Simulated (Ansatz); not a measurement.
Collinear states of Co₃Sn₂

Level of theory: DFT PBEsol, scalar-relativistic, plane waves, PAW (Ansatz 0.2.0).

```yaml
crystal:
  lattice:
    - [4.22299, 0.00000, 0.00000]
    - [-2.11150, 3.65722, 0.00000]
    - [0.00000, 0.00000, 5.06685]
  atoms:
    - { symbol: Co, position: [0.00000, 0.00000, 0.74636] }
    - { symbol: Co, position: [0.00000, 0.00000, 0.25364] }
    - { symbol: Co, position: [0.66667, 0.33333, 0.00000] }
    - { symbol: Sn, position: [0.66667, 0.33333, 0.50000] }
    - { symbol: Sn, position: [0.33333, 0.66667, 0.00000] }
```

```
plane-wave cutoff                               : 420 eV
Γ-centred k-mesh                                : 12×12×8
occupation rule                                 : Gaussian smearing, 0.1 eV
list of starting moments (μB, in atom order)    : 3 3 3 0 0
check for lower electronic states after the SCF : off
```

All runs keep this geometry, which isn't relaxed for the lowest state (largest force there 0.002 eV/Å, pressure -5.9 GPa; forces reach 0.22 eV/Å in another state) and needn't be a stable compound; relaxing each order would shift the differences by some 8 meV/atom, going by the pressures and a bulk modulus of about 150 GPa. Signs run over the atoms with starting moments. The large starts are 4.5 4.5 4.5 0 0 μB. The small starts are 0.5 0.5 0.5 0 0 μB. Site moments are spin moments in atom-centred spheres that scale with the neighbour distance. The states are those that the runs reached from these starts; a lower one can exist.

**Question.** Starts tried: no spin; ferromagnetic; large parallel starting moments; ferrimagnetic in the cell, signs ++-; ferrimagnetic in the cell, signs +-+; small parallel starting moments. Which state comes out lowest, and what are the moments?

**Answer.** The lowest state is ferromagnetic, reached from the start “ferromagnetic” and the start “large parallel starting moments” and the start “ferrimagnetic in the cell, signs ++-” and the start “small parallel starting moments”, with site moments (μB) Co +1.14 (×2), Co +0.50.

```
                               start ends energy above lowest (meV/atom) site moments (μB) gap on mesh (eV) P (GPa)
                             no spin non-magnetic                            39.6           none over 0.05             metal     -7.8
                       ferromagnetic ferromagnetic                            0.00  Co +1.14 (×2), Co +0.50             metal     -5.9
     large parallel starting moments ferromagnetic                            0.00  Co +1.14 (×2), Co +0.50             metal     -5.9
ferrimagnetic in the cell, signs ++-      ferromagnetic                            0.00  Co +1.14 (×2), Co +0.50             metal     -5.9
ferrimagnetic in the cell, signs +-+  antiferromagnetic                            39.3       Co +0.33, Co -0.33             metal     -7.6
     small parallel starting moments ferromagnetic                            0.00  Co +1.14 (×2), Co +0.50             metal     -5.9
```